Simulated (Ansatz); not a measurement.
# P: pressure against volume

P, Pm-3m, a = 2.391 Å. This isn't the element's structure at ambient conditions. Ansatz: PBEsol+D3(BJ), PAW, 420 eV, Γ-centred 18×18×18 mesh on 1 atom, Gaussian smearing 0.10 eV; no spin polarisation. Shape and atoms are relaxed at each volume; pressure is positive in compression.

| V (Å³/atom) | P (GPa) |
| --- | --- |
| 12.022 | 23.62 |
| 12.432 | 16.21 |
| 12.841 | 9.96 |
| 13.251 | 4.51 |
| 13.661 | 0.00 |
| 14.071 | -3.68 |
| 14.481 | -6.60 |
| 15.027 | ? |

Question: Take V0 = 13.661 Å³/atom, fit the third-order Birch–Murnaghan form to the other rows, and predict the missing pressure.

Answer: With the Eulerian strain f = ½[(V0/V)^(2/3) − 1] and y = P/[3f(1 + 2f)^(5/2)], the form is the line y = B0 + 1.5 B0 (B0′ − 4) f. Rows (f, y): 0.04447, 143.1; 0.03243, 142.4; 0.02107, 142.1; 0.01026, 139.3; -0.00976, 132.0; -0.01906, 127.2. Means f = 0.01324, y = 137.68; Σ(Δf)² = 0.002986, ΣΔfΔy = 0.7588; the slope is their ratio. y = 134.3 + 254.1 f GPa, so B0 = 134.3 GPa and B0′ = 4 + 2 × (254.1)/(3 × 134.3) = 5.26. At V = 15.027, f = -0.03078, y = 126.48 and P = -9.96 GPa. The run gave -10.28 GPa, so the fit is 0.32 GPa too high, within twice the rms miss on the fitted rows (0.19 GPa). The form still works here, 22 % of the fitted range beyond its end. With a term in f² added B0′ becomes 5.81, so this figure hangs on the form.